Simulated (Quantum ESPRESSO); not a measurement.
The system is Pb.

```
Pb
1.0
     0.00000    3.43900    3.43900
     3.43900    0.00000    3.43900
     3.43900    3.43900    0.00000
Pb
2
Direct
  0.25000 0.25000 0.25000
  0.00000 0.00000 0.00000
```

This isn't the form of Pb at room conditions, which is fcc.

```yaml
Program: Quantum ESPRESSO 7.5
Task: relaxation of cell and atoms
Functional: PBEsol
Dispersion: rVV10
Potentials_or_basis: GBRV 1.5 PBEsol
Cutoff: 612 eV
Density_cutoff: 4898 eV
k_mesh: 7 × 7 × 7
Occupations: fermi-dirac, width 0.05 eV
Spin: no spin polarisation
```

At the start: pressure -1.3 GPa; volume 40.67 Å³/atom.

**Question.** How do energy, volume and symmetry change on relaxing?

**Answer.** Over 5 steps the energy falls by 5.8 meV/atom and the volume is 39.06 Å³/atom (-4.0 %); space group Fd-3m (No. 227, to 0.05 Å).

Step by step:
```csv
step,energy change (eV),largest force (eV/Å),pressure (GPa),volume (Å³)
1,0.0000,0.0000,-1.28,81.34
2,-0.0028,0.0001,-1.13,80.95
3,-0.0071,0.0000,-0.85,80.21
4,-0.0106,0.0000,-0.45,79.22
5,-0.0116,0.0000,0.04,78.12
```

Final structure:
```xyz
2
Lattice="4.7983 0.0000 0.0000 2.3991 4.1554 0.0000 2.3991 1.3851 3.9178" Properties=species:S:1:pos:R:3 pbc="T T T"
Pb    2.3991    1.3851    0.9794
Pb    0.0000    0.0000    0.0000
```

Caveat: rVV10's parameter b was fitted to another functional.
